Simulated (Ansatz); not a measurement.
## A film clamped to a substrate in Ta₂N

Level of theory: Ansatz, DFT PBE, scalar-relativistic, plane waves, PAW. Settings: plane waves to 420 eV, k-mesh 18×18×10 (Γ-centred), Gaussian smearing 0.15 eV. Spin–orbit coupling is left out, which can shift energies with elements as heavy as these. No spin polarisation. Energies are free energies at this smearing, counted from the undisturbed cell; pressure is positive in compression.

Zero of the scan (relaxed at this level; it needn't be the usual structure):

```yaml
crystal:
  lattice:
    - [3.10114, 0.00000, 0.00000]
    - [-1.55057, 2.68567, 0.00000]
    - [0.00000, 0.00000, 4.88189]
  atoms:
    - { symbol: Ta, position: [0.66667, 0.33333, 0.74491] }
    - { symbol: Ta, position: [0.33333, 0.66667, 0.25509] }
    - { symbol: N, position: [0.00000, 0.00000, 0.00000] }
```

The cell (3 atoms, V0 = 40.66 Å³) is strained by p along both x and y and by q along z, fractional coordinates fixed. τp = (1/V0) ∂E/∂p = (σxx + σyy)(1 + p)(1 + q) and τq = (1/V0) ∂E/∂q = σzz(1 + p)², with tension positive.

| p | q | ΔE (meV/atom) | τp (GPa) | τq (GPa) |
| --- | --- | --- | --- | --- |
| 0.000 | 0.000 | 0.00 | 0.02 | -0.04 |
| -0.025 | 0.000 | 35.33 | -34.59 | -11.74 |
| 0.025 | 0.000 | 30.97 | 28.32 | 9.89 |
| 0.000 | -0.025 | 11.89 | -11.18 | -11.55 |
| 0.000 | 0.025 | 10.40 | 10.42 | 9.60 |

Get the second derivatives of the energy density.

Central differences give A = ∂τp/∂p = 1258 GPa (C11 + C22 + 2 C12), C = ∂τq/∂q = 423 GPa (C33) and the cross term B = ∂τq/∂p = 433 GPa (C13 + C23); ∂τp/∂q = 432 GPa must equal B, and any difference shows higher-order terms. The ions are clamped.

A film of this crystal grows with z along the normal on a substrate that imposes p. How does its thickness respond, and what does the misfit cost?

Count p and q from the stress-free cell. A free surface needs τq = 0, so q = −(B/C) p = -1.02 p. The energy density left is (A − B²/C) p²/2 = M p², with the biaxial modulus M = 408 GPa; a misfit of 1 % costs 3.45 meV/atom, against 5.32 meV/atom if the thickness were held.

Forces appear on the atoms along this scan, and letting them relax would lower the energy and soften the response. In a metal these slopes depend on the k mesh and the smearing.

Letting the thickness adjust lowers the cost of a 1 % misfit from 5.32 to 3.45 meV/atom, but the contraction along z offsets only about half of the change in area, so a stretched film still gains volume. The large A is no sign of a stiff basal plane, because it counts two strained axes. Half of A nearly equals C plus half of B, as in an isotropic solid, so this response shows little of the layering of the nitrogen.

The probable reason is that the Ta–N bonds, of Ta 5d and N 2p character, run obliquely to the layers and are stretched by either strain, which also feeds the cross term B. Across the nitrogen-free layers, metallic Ta–Ta d bonding holds the crystal together, where a van der Waals gap would leave C small. Compression costs more than equal extension along both paths, as expected from the steep short-range repulsion. The scan contains no shear, so it can't establish elastic stability or the misfit at which dislocations would relieve the film.
